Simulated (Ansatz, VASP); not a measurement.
# Ti: VASP beside Ansatz

```
Ti
1.0
    -1.62468    1.62468    1.39918
     1.62468   -1.62468    1.39918
     1.62468    1.62468   -1.39918
Ti
1
Direct
  0.00000 0.00000 0.00000
```

Alike in both runs: task single point; functional PBEsol; k mesh 22 × 22 × 22; occupations gaussian, width 0.15 eV; no spin polarisation.

|  | VASP | Ansatz |
| --- | --- | --- |
| version | VASP 6.6.1 | Ansatz 0.2.0 |
| potentials or method | VASP PAW PBE potentials, release 64 (Ti_sv) | scalar-relativistic, plane waves, PAW |
| plane-wave cutoff (eV) | 520 | 520 |
| valence electrons in the cell | 12 | 12 |

Ansatz gave:

* gap on the k mesh at the Fermi level (eV): none
* pressure (GPa): 15.3
* largest component of the traceless stress (GPa): 0.26

**Question.** What did VASP give for the same quantities?

**Answer.** gap on the k mesh at the Fermi level (eV): none; pressure (GPa): 14.9; largest component of the traceless stress (GPa): 0.34.

A gap of «none» marks a metal or a gap that the smearing closes. Ansatz warned: «pseudo_functional_mismatch».

Caveats: the PAW data sets were made with another functional, which shifts forces and pressure a little (VASP).
